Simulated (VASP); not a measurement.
A run of VASP 6.6.1 is set up as follows.

The input INCAR:

```
SYSTEM = SiC
PREC = Accurate
ENCUT = 520
EDIFF = 1E-7
ISMEAR = -1
SIGMA = 0.05
LREAL = .False.
LASPH = .True.
NELM = 100
ALGO = Normal
ISIF = 2
LWAVE = .False.
LCHARG = .True.
GGA = PE
LELF = .True.
LVHAR = .True.
NBANDS = 16
```

KPOINTS

```
regular mesh
0
Gamma
  10 10 5
  0 0 0
```

POSCAR

```
SiC
1.0
    3.0760000000      0.0000000000      0.0000000000
   -1.5380000000      2.6638941420      0.0000000000
    0.0000000000      0.0000000000      5.0480000000
Si C
2 2
Direct
    0.6666666667      0.3333333333      0.5000000000
    0.3333333333      0.6666666667      0.0000000000
    0.6666666667      0.3333333333      0.8850000000
    0.3333333333      0.6666666667      0.3850000000
```

Potentials or basis: VASP PAW PBE potentials, release 64 (Si, C).

Launch:

```sh
$ cat potpaw_PBE.64/Si/POTCAR potpaw_PBE.64/C/POTCAR > POTCAR
$ mpirun -np 1 vasp_std > vasp.out
```

(1) What does it give for the band gap on the k mesh?

(2) Estimate the pressure.

(3) Predict the largest force.

Results:

(1) 2.48 eV, indirect (least direct gap 4.08 eV).

(2) 3.6 GPa.

(3) 0.753 eV/Å.

Caveat: an odd mesh through Γ misses points on the zone boundary, where band edges often lie.
